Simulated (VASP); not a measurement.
# TaN (P6_3/mmc) in VASP: a series of runs, part 3 of 3

VASP 6.6.1. The steps go on from the part before.

### Step 5. Single point, LDA+U, collinear spin, ferrimagnetic start

INCAR reads:

```
SYSTEM = TaN
PREC = Accurate
ENCUT = 520
EDIFF = 1E-7
ISMEAR = 0
SIGMA = 0.05
LREAL = .FALSE.
LASPH = .TRUE.
NELM = 100
ALGO = Normal
ISIF = 2
LWAVE = .FALSE.
LCHARG = .FALSE.
ISPIN = 2
MAGMOM = 0.5 -0.25 0 0
LORBIT = 11
LMAXMIX = 4
LDAU = .TRUE.
LDAUTYPE = 2
LDAUL = 2 -1
LDAUU = 2 0
LDAUJ = 0 0
LDAUPRINT = 1
```

KPOINTS reads:

```
regular mesh
0
G
  7 7 4
  0 0 0
```

POSCAR reads:

```
TaN
1.0
    3.0480018400      0.0000000000      0.0000000000
   -1.5240009200      2.6396470300      0.0000000000
    0.0000000000      0.0000000000      4.9179997800
Ta N
2 2
Direct
    0.0000000000      0.0000000000      0.0000000000
    0.0000000000      0.0000000000      0.5000000000
    0.3333333333      0.6666666667      0.2500000000
    0.6666666667      0.3333333333      0.7500000000
```

Potentials or basis: VASP PAW LDA potentials, release 64 (Ta_pv, N).

The run is started by

```sh
$ cat potpaw_LDA.64/Ta_pv/POTCAR potpaw_LDA.64/N/POTCAR > POTCAR
$ mpirun -np 1 vasp_std > vasp.out
```

OUTCAR:

```text
SYSTEM = TaN
   PREC = Accurate
   ENCUT = 520
   EDIFF = 1E-7
   ISMEAR = 0
   LREAL = .FALSE.
   LASPH = .TRUE.
   NELM = 100
   ISIF = 2
   ISPIN = 2
   LORBIT = 11

 ion  position               nearest neighbor table
   1  0.000  0.000  0.000-   3 2.15   4 2.15   4 2.15   3 2.15   4 2.15   3 2.15   2 2.46   2 2.46

   2  0.000  0.000  0.500-   3 2.15   4 2.15   4 2.15   3 2.15   4 2.15   3 2.15   1 2.46   1 2.46

   3  0.333  0.667  0.250-   1 2.15   2 2.15   1 2.15   2 2.15   1 2.15   2 2.15
   4  0.667  0.333  0.750-   1 2.15   2 2.15   1 2.15   2 2.15   1 2.15   2 2.15

  LATTYP: Found a hexagonal cell.
 ALAT       =     3.0480018400
 C/A-ratio  =     1.6135160142

  Lattice vectors:

 A1 = (   3.0480018400,   0.0000000000,   0.0000000000)
 A2 = (  -1.5240009200,   2.6396470300,   0.0000000000)
 A3 = (   0.0000000000,   0.0000000000,   4.9179997800)

Analysis of symmetry for initial positions (statically):
=====================================================================
 Subroutine PRICEL returns:
 Original cell was already a primitive cell.

 Routine SETGRP: Setting up the symmetry group for a
 hexagonal supercell.

 Subroutine GETGRP returns: Found 24 space group operations
 (whereof 12 operations were pure point group operations)
 out of a pool of 24 trial point group operations.

The static configuration has the point symmetry D_3d.
 The point group associated with its full space group is D_6h.

Analysis of symmetry for dynamics (positions and initial velocities):
=====================================================================
 Subroutine PRICEL returns:
 Original cell was already a primitive cell.

 Routine SETGRP: Setting up the symmetry group for a
 hexagonal supercell.

 Subroutine GETGRP returns: Found 24 space group operations
 (whereof 12 operations were pure point group operations)
 out of a pool of 24 trial point group operations.

The dynamic configuration has the point symmetry D_3d.
 The point group associated with its full space group is D_6h.

Analysis of structural, dynamic, and magnetic symmetry:
=====================================================================
 Subroutine PRICEL returns:
 Original cell was already a primitive cell.

 Routine SETGRP: Setting up the symmetry group for a
 hexagonal supercell.

 Subroutine GETGRP returns: Found 12 space group operations
 (whereof 12 operations were pure point group operations)
 out of a pool of 24 trial point group operations.

The overall configuration has the point symmetry D_3d.

 Subroutine INISYM returns: Found 12 space group operations
 (whereof 12 operations are pure point group operations),
 and found     1 'primitive' translations

----------------------------------------------------------------------------------------

                                     Primitive cell

  volume of cell :      39.5685
[... 170 lines left out ...]

atom =   2  type =  1  l = 2

 onsite density matrix

spin component  1

  0.2304  0.0000 -0.0000 -0.0106 -0.0000
  0.0000  0.2650 -0.0000 -0.0000 -0.0106
 -0.0000 -0.0000  0.3802 -0.0000  0.0000
 -0.0106 -0.0000 -0.0000  0.2650 -0.0000
 -0.0000 -0.0106  0.0000 -0.0000  0.2304

spin component  2

  0.2304  0.0000 -0.0000 -0.0106 -0.0000
  0.0000  0.2650 -0.0000 -0.0000 -0.0106
 -0.0000 -0.0000  0.3802 -0.0000  0.0000
 -0.0106 -0.0000 -0.0000  0.2650 -0.0000
 -0.0000 -0.0106  0.0000 -0.0000  0.2304

 occupancies and eigenvectors

  o =  0.2274  v =  0.0000  0.0000  0.0000  0.0000  0.0000  0.9623  0.0000 -0.0000  0.2721  0.0000      0.0000  0.0000  0.0000  0.0000  0.0000  0.0000  0.0000  0.0000  0.0000  0.0000
  o =  0.2274  v =  0.0000  0.0000  0.0000  0.0000  0.0000 -0.0000  0.2721 -0.0000 -0.0000  0.9623      0.0000  0.0000  0.0000  0.0000  0.0000  0.0000  0.0000  0.0000  0.0000  0.0000
  o =  0.2274  v =  0.9623  0.0000 -0.0000  0.2722  0.0000  0.0000  0.0000  0.0000  0.0000  0.0000      0.0000  0.0000  0.0000  0.0000  0.0000  0.0000  0.0000  0.0000  0.0000  0.0000
  o =  0.2274  v = -0.0000  0.2722 -0.0000 -0.0000  0.9623  0.0000  0.0000  0.0000  0.0000  0.0000      0.0000  0.0000  0.0000  0.0000  0.0000  0.0000  0.0000  0.0000  0.0000  0.0000
  o =  0.2680  v =  0.0000  0.0000  0.0000  0.0000  0.0000 -0.2721 -0.0000 -0.0000  0.9623  0.0000      0.0000  0.0000  0.0000  0.0000  0.0000  0.0000  0.0000  0.0000  0.0000  0.0000
  o =  0.2680  v =  0.0000  0.0000  0.0000  0.0000  0.0000 -0.0000  0.9623  0.0000  0.0000 -0.2721      0.0000  0.0000  0.0000  0.0000  0.0000  0.0000  0.0000  0.0000  0.0000  0.0000
  o =  0.2680  v = -0.2722 -0.0000 -0.0000  0.9623  0.0000  0.0000  0.0000  0.0000  0.0000  0.0000      0.0000  0.0000  0.0000  0.0000  0.0000  0.0000  0.0000  0.0000  0.0000  0.0000
  o =  0.2680  v = -0.0000  0.9623  0.0000  0.0000 -0.2722  0.0000  0.0000  0.0000  0.0000  0.0000      0.0000  0.0000  0.0000  0.0000  0.0000  0.0000  0.0000  0.0000  0.0000  0.0000
  o =  0.3802  v = -0.0000 -0.0000  1.0000  0.0000  0.0000  0.0000  0.0000  0.0000  0.0000  0.0000      0.0000  0.0000  0.0000  0.0000  0.0000  0.0000  0.0000  0.0000  0.0000  0.0000
  o =  0.3802  v =  0.0000  0.0000  0.0000  0.0000  0.0000 -0.0000 -0.0000  1.0000  0.0000  0.0000      0.0000  0.0000  0.0000  0.0000  0.0000  0.0000  0.0000  0.0000  0.0000  0.0000

 number of electron      32.0000002 magnetization      -0.0000067

 Free energy of the ion-electron system (eV)
  ---------------------------------------------------
  ext. energy  EPLUGINS =         0.00000000
  ---------------------------------------------------
  free energy    TOTEN  =       -42.38801506 eV

  energy without entropy =      -42.38570108  energy(sigma->0) =      -42.38685807

 E-fermi :  10.0288     XC(G=0): -13.9784

 val. band max:       10.0283549947   @ k =   0.4286   0.1429   0.2500
 cond. band min:      10.0633878478   @ k =   0.0000   0.0000   0.5000
 fundamental gap:      0.0350328531
 Fermi energy:        10.0288439612

 spin component 1

 k-point     1 :       0.0000    0.0000    0.0000
  band No.  band energies     occupation
      1     -27.3589      1.00000
      2     -25.5139      1.00000
      3     -25.5139      1.00000
      4     -25.1338      1.00000
      5     -25.1338      1.00000
      6     -24.2956      1.00000
[... 1097 lines left out ...]
     19      12.9252      0.00000
     20      12.9252      0.00000

 [... further k-points ...]

------------------------ aborting loop because EDIFF is reached ----------------------------------------

  FORCE on cell =-STRESS in cart. coord.  units (eV):
  Direction    XX          YY          ZZ          XY          YZ          ZX
  --------------------------------------------------------------------------------------
  -------------------------------------------------------------------------------------
  Total        5.2946662      5.2946663     26.8926610      0.0000000     -0.0000000      0.0000000
  in kB      214.3875610    214.3875620   1088.9169856      0.0000000     -0.0000000      0.0000000
  external PRESSURE =     505.8973695 kB  Pullay stress =       0.0000000 kB

 VOLUME and BASIS-vectors are now :
 -----------------------------------------------------------------------------
  energy-cutoff  :      520.00
  volume of cell :       39.57
      direct lattice vectors                 reciprocal lattice vectors
     3.048001840  0.000000000  0.000000000     0.328083791  0.189419265  0.000000000
    -1.524000920  2.639647030  0.000000000     0.000000000  0.378838530  0.000000000
     0.000000000  0.000000000  4.917999780     0.000000000  0.000000000  0.203334698

 POSITION                                       TOTAL-FORCE (eV/Angst)
 -----------------------------------------------------------------------------------
      0.00000      0.00000      0.00000        -0.000000      0.000000      0.000000
      0.00000      0.00000      2.45900        -0.000000      0.000000      0.000000
     -0.00000      1.75976      1.22950         0.000000      0.000000     -0.000000
      1.52400      0.87988      3.68850        -0.000000      0.000000      0.000000
 -----------------------------------------------------------------------------------
    total drift:                               -0.000000      0.000000      0.000000

  FREE ENERGIE OF THE ION-ELECTRON SYSTEM (eV)
  ---------------------------------------------------
  free  energy   TOTEN  =       -42.3880150620 eV

  energy  without entropy=      -42.3857010828  energy(sigma->0) =      -42.38685807

 total charge

# of ion       s       p       d       tot
------------------------------------------
    1        0.336   6.304   2.683   9.323
    2        0.336   6.304   2.683   9.323
    3        1.226   2.571   0.000   3.797
    4        1.226   2.571   0.000   3.797
--------------------------------------------------
tot          3.122  17.751   5.366  26.239

 magnetization (x)

# of ion       s       p       d       tot
------------------------------------------
    1       -0.000  -0.000  -0.000  -0.000
    2        0.000   0.000   0.000   0.000
    3        0.000  -0.000   0.000  -0.000
    4        0.000  -0.000   0.000  -0.000
--------------------------------------------------
tot          0.000  -0.000  -0.000  -0.000
```

OSZICAR:

```text
N       E                     dE             d eps       ncg     rms          rms(c)
DAV:   1     0.279292929335E+03    0.27929E+03   -0.17821E+04  2240   0.167E+03
DAV:   2    -0.341610940983E+02   -0.31345E+03   -0.30375E+03  2728   0.464E+02
DAV:   3    -0.479605242529E+02   -0.13799E+02   -0.13379E+02  2784   0.894E+01
DAV:   4    -0.482014239165E+02   -0.24090E+00   -0.23830E+00  2756   0.106E+01
DAV:   5    -0.482069663042E+02   -0.55424E-02   -0.55329E-02  2784   0.118E+00    0.410E+01
DAV:   6    -0.426488513310E+02    0.55581E+01   -0.32724E+01  2452   0.383E+01    0.195E+01
DAV:   7    -0.424414953894E+02    0.20736E+00   -0.15480E+00  2544   0.870E+00    0.100E+01
DAV:   8    -0.423943436277E+02    0.47152E-01   -0.11509E-01  2644   0.277E+00    0.970E-01
DAV:   9    -0.423886652263E+02    0.56784E-02   -0.11517E-02  2688   0.760E-01    0.482E-01
DAV:  10    -0.423882259968E+02    0.43923E-03   -0.49073E-03  2616   0.484E-01    0.177E-01
DAV:  11    -0.423880664080E+02    0.15959E-03   -0.12526E-03  2596   0.336E-01    0.558E-02
DAV:  12    -0.423880181202E+02    0.48288E-04   -0.61301E-05  2592   0.100E-01    0.170E-02
DAV:  13    -0.423880155038E+02    0.26164E-05   -0.48864E-06  2676   0.206E-02    0.845E-03
DAV:  14    -0.423880150730E+02    0.43083E-06   -0.34133E-06  2620   0.132E-02    0.398E-03
DAV:  15    -0.423880150620E+02    0.10959E-07   -0.13469E-07  1632   0.334E-03
   1 F= -.42388015E+02 E0= -.42386858E+02  d E =-.231398E-02  mag=    -0.0000
```

stdout:

```text
POSCAR found type information on POSCAR TaN
 POSCAR found :  2 types and       4 ions
 scaLAPACK will be used
 LDA part: xc-table for (Slater(with rela. corr.)+CA(PZ))
 , standard interpolation
 POSCAR, INCAR and KPOINTS ok, starting setup
 FFT: planning ... GRIDC
[... 17 lines left out ...]
|     is unoccupied at all k-points. It is always recommended to include      |
|     a few unoccupied bands to accelerate the convergence of                 |
|     molecular-dynamics runs (even for insulators or semiconductors),        |
|     since the presence of unoccupied bands improves wavefunction            |
|     prediction and helps to suppress 'band-crossings'.                      |
|                                                                             |
 -----------------------------------------------------------------------------
```

It took 21 s on 1 thread of Intel Xeon Platinum 8488C (Sapphire Rapids), shared host; peak memory 0.17 GiB.

Results:

* Free energy: -42.3880 eV
* Pressure: 50.6 GPa
* Band gap on the k mesh: none (metal or under the smearing width)
* Net moment: 0.00 μB per cell
* Valence electrons inside the program's atomic spheres: Ta 9.32; N 3.80

Levels at points of the mesh, in eV from the Fermi level:
Spin up:
```tsv
k point	band 12	band 13	band 14	band 15	band 16	band 17	band 18	band 19	band 20
(0.00, 0.00, 0.00)	-5.39	-3.73	-3.73	-3.72	-1.83	-1.83	-0.57	-0.57	2.80
(0.00, 0.00, 0.50)	-6.40	-6.40	-6.40	-0.09	-0.09	0.03	0.03	0.03	0.03
```
Spin down:
```
           k point  band 12  band 13  band 14  band 15  band 16  band 17  band 18  band 19  band 20
(0.00, 0.00, 0.00)    -5.39    -3.73    -3.73    -3.72    -1.83    -1.83    -0.57    -0.57     2.80
(0.00, 0.00, 0.50)    -6.40    -6.40    -6.40    -0.09    -0.09     0.03     0.03     0.03     0.03
```

Eigenvalues of the final occupation matrices:
| site | spin | trace | eigenvalues |
| --- | --- | --- | --- |
| site 1 d | 1 | 1.37 | 0.23 0.23 0.27 0.27 0.38 |
| site 1 d | 2 | 1.37 | 0.23 0.23 0.27 0.27 0.38 |
| site 2 d | 1 | 1.37 | 0.23 0.23 0.27 0.27 0.38 |
| site 2 d | 2 | 1.37 | 0.23 0.23 0.27 0.27 0.38 |

Caveat: a pressure of tens of GPa on the cell as given is suspect, and the run, the potentials or the cell itself is likely at fault. The state reached can hang on the start; a lower one may exist.

### Step 6. Overview

| spin | U | gap on the mesh (eV) | pressure (GPa) | moment (μB) |
| --- | --- | --- | --- | --- |
| non-collinear, random start | Ta d U = 6 eV | none | 65.8 | 0.00 |
| collinear, ferromagnetic start | Ta d U = 2 eV | none | 50.6 | 0.00 |
| collinear, antiferromagnetic start | Ta d U = 2 eV | none | 50.6 | 0.00 |
| collinear, ferrimagnetic start | Ta d U = 2 eV | none | 50.6 | 0.00 |

Alike in all rows: task single point; level LDA+U; potentials or basis VASP PAW LDA potentials, release 64 (Ta_pv, N); cell as given; k mesh 7 × 7 × 4; cutoff (eV) 520; smearing gaussian 0.05 eV.

Every run on the cell as given and a fine mesh finds a metal.

Caveats: a pressure of tens of GPa on the cell as given is suspect, and the run, the potentials or the cell itself is likely at fault.

Absolute energies hang on the potentials; compare differences alone.
